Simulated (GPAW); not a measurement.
Input of a GPAW 26.7.0 run:

The input run.py:

```python
import numpy as np
from ase.dft.bandgap import bandgap
from ase.io import read, write
from ase.units import GPa
from gpaw import GPAW, PW, setup_paths
from gpaw.spinorbit import soc_eigenstates

setup_paths.insert(0, '.')

atoms = read('CdS.xyz')

calc = GPAW(mode=PW(600),
            xc='GGA_X_PBEINT+GGA_C_PBEINT',
            kpts={'size': (5, 5, 3), 'gamma': True},
            occupations={'name': 'fermi-dirac', 'width': 0.05},
            nbands=31,
            convergence={'density': 1e-05, 'energy': 1e-05},
            maxiter=150,
            txt='gpaw.txt')
atoms.calc = calc
energy = atoms.get_potential_energy()
forces = atoms.get_forces()
stress = atoms.get_stress()
calc.write('gs.gpw')
write('result.traj', atoms)
print(f'Energy: {energy:.6f} eV')
print('Forces (eV/A):')
print(forces.round(4))
print('Stress (GPa):', (stress / GPa).round(3))
print('Fermi level:', round(calc.get_fermi_level(), 4), 'eV')
print(f'Gap: {bandgap(calc)[0]:.4f} eV, direct: {bandgap(calc, direct=True)[0]:.4f} eV')

path = atoms.cell.bandpath('GMKGALHA,LM,KH', npoints=100, eps=1e-4)
bs_calc = calc.fixed_density(kpts=path, symmetry='off', nbands=51,
                             convergence={'bands': 'CBM+6.0', 'eigenstates': 1e-6}, txt='bands.txt')
bs = bs_calc.band_structure()
bs.write('bs.json')
print(f'Gap on the path: {bandgap(bs_calc)[0]:.4f} eV')

soc = soc_eigenstates(bs_calc, theta=0, phi=0)
np.savetxt('soc_bands.dat', soc.eigenvalues(), fmt='%.4f')
mesh = soc_eigenstates('gs.gpw', theta=0, phi=0)
np.savetxt('soc_mesh.dat', mesh.eigenvalues(), fmt='%.4f')
print('Fermi level with spin-orbit coupling:', round(mesh.fermi_level, 4), 'eV')
```

Contents of CdS.xyz:

```xyz
4
Lattice="4.1500000000 0.0000000000 0.0000000000 -2.0750000000 3.5940054257 0.0000000000 0.0000000000 0.0000000000 6.7370000000" Properties=species:S:1:pos:R:3 pbc="T T T"
Cd     2.0750000002      1.1980018084      3.3685000000
Cd    -0.0000000002      2.3960036173      0.0000000000
S      2.0750000002      1.1980018084      5.8948750000
S     -0.0000000002      2.3960036173      2.5263750000
```

Potentials or basis: PAW data sets generated in the run's folder for this functional, pw.

Command:

```sh
$ gpaw-setup -f GGA_X_PBEINT+GGA_C_PBEINT Cd S
$ OMP_NUM_THREADS=1 python run.py
```

Q: What does it give for the band gap along the path?

A: 1.12 eV, direct.

Q: Estimate the band gap on the k mesh.

A: 1.12 eV, direct.

Q: Predict the pressure.

A: -0.1 GPa.

Stress tensor (GPa, compression positive):
```
-0.28  0.00  0.00
 0.00 -0.28  0.00
 0.00  0.00  0.24
```

Caveat: spin-orbit coupling was added after a scalar SCF, so levels and gaps hold it while energy, forces, pressure and moments don't; this program's spin-orbit splittings come out too wide for heavy elements.

**What was measured.**

From “Isotope dependence of band-gap energy”, 2008, arxiv:0807.2152, for a bulk crystal of CdS: band gap 2.5809 ± 0.0002 eV.

A measured gap of CdS is 2.5809 eV (quoted in “Isotope dependence of band-gap energy”, 2008, arxiv:0807.2152); the calculated 1.12 eV misses it by -1.46 eV. So large a miss can be the level of theory's own, or it may mean another phase, state or a wrong row. The value is that of PBEint, without temperature or zero-point motion.
